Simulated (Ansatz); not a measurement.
# AlP (F-43m): zone-centre modes under pressure, part 3 of 3

Wanted: Grüneisen parameters and pressure coefficients of the modes of AlP (F-43m).

Ansatz 0.2.0; DFT LDA, scalar-relativistic, plane waves, PAW; PAW set soft_1.

So far, mean static dielectric tensor (ions relaxed, fixed cell): step 4 (modes at rest) 10.5; step 6 (volume ratio 1.06) 10.9.

The database entry behind the starting cell differs from later determinations by our own check (0.1 to 0.3 % short, probably kX units), so it need not match the best structure at ambient conditions.

### Step 7. Ground state of a member: 0.9 times the volume at rest

The cell is set to 0.9 times the volume at rest; symmetry leaves nothing else free, so this is a single point.

The input, input.yaml:

```yaml
crystal:
  lattice:
    - [0.0, 2.6231854324, 2.6231854324]
    - [2.6231854324, 0.0, 2.6231854324]
    - [2.6231854324, 2.6231854324, 0.0]
  atoms:
    - { symbol: Al, position: [0.0, 0.0, 0.0] }
    - { symbol: P, position: [0.75, 0.75, 0.75] }
kpoints:
  mp_grid: { grid: [12, 12, 12] }
hamiltonian:
  xc: lda
  pseudopotentials: { kind: paw, azcp: { folder: soft_1 }, xc_functional: pbe }
scf:
  occupations: { method: gaussian, width: 0.02 }
output:
  forces: true
  stress: true
  eigenvalues: true
```

Launch:

```sh
$ ansatz run input.yaml --threads 4 --pin off --max-ram 10240MiB --backend cpu --events-out ev --progress --plain --runs-dir out
```

Numbers of over 12 decimals in the logs are rounded to 6 here.

What it wrote:

```text
[...]
Crystal: 2 atoms, lattice volume = 36.101 Å³
Basis set: ecut = 420 eV, 725 PW (Γ)
Bands: 8, of which v1, the nominal top of the filled ones, is band 4 counted from 1 (3 counted from 0)
Symmetry: 24 space group operations
[...]
k-points: 72 of 1728 (time reversal used)
[...]
Free energy (F): -1239.906738 eV
[...]
Internal energy: -1239.906738 eV  (E = F + TS)
E sigma→0 (E₀):  -1239.906738 eV
Fermi energy:    6.665370 eV
[...]
--- Stress (GPa, compression-positive) ---
       11.747429       0.000000      -0.000000
        0.000000      11.747429       0.000000
       -0.000000       0.000000      11.747429
  P = ⅓ Tr σ = 11.7474 GPa (117.474 kbar)
--- Band table (eV; the first three rows and the last of 72) ---
[...]
[key lines of the parts left out:]
SCF converged after 7 iterations
```

Run time: 1.8 s. Hardware: 4 threads of Arm Neoverse N1, shared host; peak memory 0.29 GiB.

This step gave:

| Quantity | Value |
| --- | --- |
| pressure | 11.75 GPa |
| gap on the k-mesh | 1.195 eV |
| volume per atom | 18.05 Å³ |

The forces vanish by symmetry, at a pressure of 11.75 GPa.

### Step 8. Zone-centre modes of the member: 0.9 times the volume at rest

The zone-centre modes follow for 0.9 times the volume at rest, with the response to a field.

input.yaml, as its differences from that of step 7:

```diff
@@ -14,6 +14,8 @@
 scf:
-  occupations: { method: gaussian, width: 0.02 }
+  occupations: { method: fixed }
 output:
-  forces: true
-  stress: true
   eigenvalues: true
+phonons:
+  method: dfpt
+  dielectric: true
+  rigid_motions: translations
```

What it wrote:

```text
[...]
Crystal: 2 atoms, lattice volume = 36.101 Å³
Basis set: ecut = 420 eV, 725 PW (Γ), exchange–correlation on 50×50×50 points (8 copies of the dense FFT grid, shifted against one another)
Bands: 8, of which v1, the nominal top of the filled ones, is band 4 counted from 1 (3 counted from 0)
Symmetry: 24 space group operations
k-points: 280 of 1728 (irreducible under 4 space group operations, time reversal used)
[...]
optical modes at Γ + LO–TO along q̂ = [1.0000, 0.0000, 0.0000]:
      ω (cm⁻¹)  modes    IR ((D/Å)²/amu)
[...]
optical modes at Γ + LO–TO along q̂ = [0.0000, 1.0000, 0.0000]:
      ω (cm⁻¹)  modes    IR ((D/Å)²/amu)
        499.11      2            14.8720
        549.62      1             7.4360
  optical modes at Γ + LO–TO along q̂ = [0.0000, 0.0000, 1.0000]:
      ω (cm⁻¹)  modes    IR ((D/Å)²/amu)
        499.11      2            14.8720
        549.62      1             7.4360
[key lines of the parts left out:]
SCF converged after 8 iterations
Free energy (F): -1239.906739 eV
Fermi energy:    6.067865 eV
```

Elapsed: 26 s, on 4 threads; peak memory 0.52 GiB; 99 s of CPU time.

Numbers from this step:

```yaml
sum_rule_residual_before_enforcement: 2.48e-5 eV/Å²
miss_of_the_charge_sum_rule: 5.07e-4 e
estimated_error_of_the_dielectric_tensor: 0.02356
estimated_error_of_the_born_charges: 0.007325 e
highest_optical_mode_at_the_zone_centre_no_lo_to_term: 499.1 cm⁻¹
lowest_optical_zone_centre_mode: 499.1 cm⁻¹
mean_high_frequency_dielectric_constant: 8.293
largest_born_charge_third_of_the_trace: 2.156 e
mean_static_dielectric_constant: 10.06
top_of_the_zone_centre_spectrum_with_the_field: 549.6 cm⁻¹
```

Without the LO-TO term. Patterns of degenerate modes are one choice out of their space. Modes at Γ, with each element's share of the kinetic energy:

```csv
mode,frequency (cm⁻¹),symmetry,Al %,P %
1,0.0,acoustic,47,53
2,0.0,acoustic,47,53
3,0.0,acoustic,47,53
4,499.1,T2,53,47
5,499.1,T2,53,47
6,499.1,T2,53,47
```

Transverse modes. Lines of the infrared spectrum (strongest = 100):

```csv
position (cm⁻¹),label,relative intensity
499,T2,100
```

The optical mode without the LO-TO term lies at 499.1 cm⁻¹.

For the mean static dielectric tensor (ions relaxed, fixed cell), step 4 gave 10.5; this run, with volume ratio 0.9, gives 10.1 (-4 %).

### Step 9. All members side by side

The members are set side by side, also those not shown above.

Each row is one cell with its response, relaxed at fixed volume as far as symmetry leaves anything free; energies are extrapolated to zero smearing, and E0 is that at rest; shape and atoms are relaxed in each cell where symmetry leaves them free. State of the crystal along the series:

```csv
volume ratio,V (Å³/atom),pressure (GPa),E - E0 (meV/atom),gap on mesh (eV),ε∞,ε0,"largest Born charge in size, a third of the trace (e)","top mode with the field, highest of q along x, y and z (cm⁻¹)"
0.9,18.05,11.75,67.26,1.195,8.293,10.06,2.156,549.6
0.92,18.45,8.893,41.48,1.245,8.284,10.12,2.168,537.6
0.94,18.85,6.317,22.5,1.293,8.284,10.2,2.181,526
0.96,19.25,3.991,9.644,1.337,8.291,10.29,2.193,514.9
0.98,19.66,1.892,2.323,1.38,8.307,10.38,2.205,504.2
0.99,19.86,0.9199,0.5687,1.4,8.319,10.44,2.211,499
1,20.06,-0.003553,0,1.419,8.332,10.49,2.217,493.9
1.02,20.46,-1.714,2.186,1.457,8.364,10.61,2.23,483.9
1.04,20.86,-3.257,8.442,1.492,8.404,10.74,2.242,474.4
1.06,21.26,-4.649,18.37,1.526,8.453,10.88,2.254,465.1
```

Without the LO-TO term; each mode is tracked from rest by its pattern, and modes that stay within 0.3 cm⁻¹ of each other stand once; shape and atoms are relaxed in each cell where symmetry leaves them free. Optical modes along the series:

```csv
V (Å³/atom),mode 4 T2 (cm⁻¹)
18.05,499.1
18.45,486.3
18.85,474.1
19.25,462.3
19.66,451
19.86,445.5
20.06,440.1
20.46,429.7
20.86,419.6
21.26,409.9
```

From cubic fits (parabolas where under five rows exist) of ln ω and P against ln V through the rows within about 4 % of rest: γ = −d ln ω / d ln V and dω/dP = γ ω / B. Slopes at rest:

```csv
mode,fitted frequency at rest (cm⁻¹),Grüneisen parameter γ,dω/dP (cm⁻¹/GPa)
mode 4 T2,440.1,1.21,5.92
longitudinal mode,493.9,1.02,5.62
```

### Step 10. Outcome

| Property | Result |
| --- | --- |
| members | 10 |
| highest optical mode at the zone centre (no LO-TO term), at rest | 440.1 cm⁻¹ |
| bulk modulus at rest | 90.0 GPa |
| mode 4 T2, γ | 1.21 |
| longitudinal mode, γ | 1.02 |

The series spans -4.6 to 11.7 GPa, and the slope at rest gives a bulk modulus of 90 GPa. The transverse optical mode has γ = 1.21 and moves by 5.9 cm⁻¹ for each GPa, the longitudinal one has γ = 1.02 and moves by 5.6. ε∞ is 8.33 at rest, with d ln ε∞ / d ln V = 0.17. One k mesh and one cutoff serve the ground states and modes of all volumes; the field response picks its own mesh. These are harmonic frequencies at zero temperature: anharmonic shifts, linewidths and thermal expansion are left out. The PAW files were made for PBE; the program adapts parts of them to the functional of the run, but their partial waves stay those of PBE, an approximation that was not tested in this session. Only the zone centre was solved, so an instability at another wavevector cannot show here.

[Logs are printed without paths, hosts, clocks, repeated set-up lines and the standing remarks that a program may print on its own settings, such as how far it seeks lower states.]

[Hosts, paths, dates, database ids (printed as entryN), source tags and the programs' standing remarks are cut or masked in the printed files.]
